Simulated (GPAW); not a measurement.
## HfO2 in GPAW: the effect of functional

HfO2:

```
Hf O
1.0
     3.55802    0.00000    0.00000
     0.00000    3.55802    0.00000
     0.00000    0.00000    5.17186
Hf O
2 4
Cartesian
  0.0000 0.0000 0.0000
  1.7790 1.7790 2.5859
  0.0000 1.7790 1.0199
  1.7790 0.0000 1.5660
  1.7790 0.0000 4.1519
  0.0000 1.7790 3.6059
```

Measurements of this composition are mostly on another form, of space group No. 14.

Alike in all runs:

* Program: GPAW 26.7.0
* Task: single point
* Cutoff: 800 eV
* Basis: pw
* k mesh: 7 × 7 × 5
* Occupations: fermi-dirac, width 0.05 eV
* Spin: no spin polarisation

Q: One run gave: gap on the mesh 4.79 eV; largest force 0.15 eV/Å. Which functional did it use?
A. BLYP
B. AM05
C. PBEsol
D. vdW-DF-cx
E. optB88-vdW

A: A.

```csv
functional,potentials or basis,gap on the mesh (eV),largest force (eV/Å)
LDA,the program's PAW data sets (release 1.2.1) made for this functional,4.56,0.05
BLYP,PAW data sets generated in the run's folder for this functional,4.79,0.15
vdW-DF-cx,GPAW PAW data sets (gpaw-data 1.2.1),4.72,0.27
AM05,PAW data sets generated in the run's folder for this functional,4.66,0.20
TPSS,GPAW PAW data sets (gpaw-data 1.2.1),4.85,0.38
revPBE,the program's PAW data sets (release 1.2.1) made for this functional,4.80,0.32
optB88-vdW,GPAW PAW data sets (gpaw-data 1.2.1),4.77,0.23
PBEsol,PAW data sets generated in the run's folder for this functional,4.64,0.21
```

Caveats: spin-orbit coupling is left out, which moves the levels of the heavy elements; an odd mesh through Γ misses points on the zone boundary, where band edges often lie; the PAW data sets were made with another functional, which shifts forces and pressure a little (some runs).

Runs at the PBE level aren't shown here.
